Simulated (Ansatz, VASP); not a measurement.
## One calculation of BeS, two programs

```
Be S
1.0
     2.38618    2.38618    0.00000
    -2.38618    2.38618    0.00000
     0.00000    2.38618    2.40794
Be S
1 1
Cartesian
  0.0000 0.0000 0.0000
  1.1931 3.5793 1.2040
```

Change from the starting cell: film at in-plane strain -0.005.

Alike in both runs: task single point; functional LDA; k mesh 8 × 8 × 8; no spin polarisation.

|  | VASP | Ansatz |
| --- | --- | --- |
| version | VASP 6.6.1 | Ansatz 0.2.0 |
| potentials or method | VASP PAW LDA potentials, release 64 (Be, S), cutoff 520 eV | all-electron LAPW, scalar-relativistic |
| occupations | gaussian, width 0.01 eV | fixed |

```csv
,VASP,Ansatz,Ansatz less VASP
gap on the k mesh at the Fermi level (eV),2.78,2.77,-0.006
pressure (GPa),0.6,0.6,-0.07
largest component of the traceless stress (GPa),0.61,0.62,+0.001
```

Ansatz ran all-electron here, so the differences hold the error of VASP's frozen core and of both bases.

A k mesh can miss the band edges.
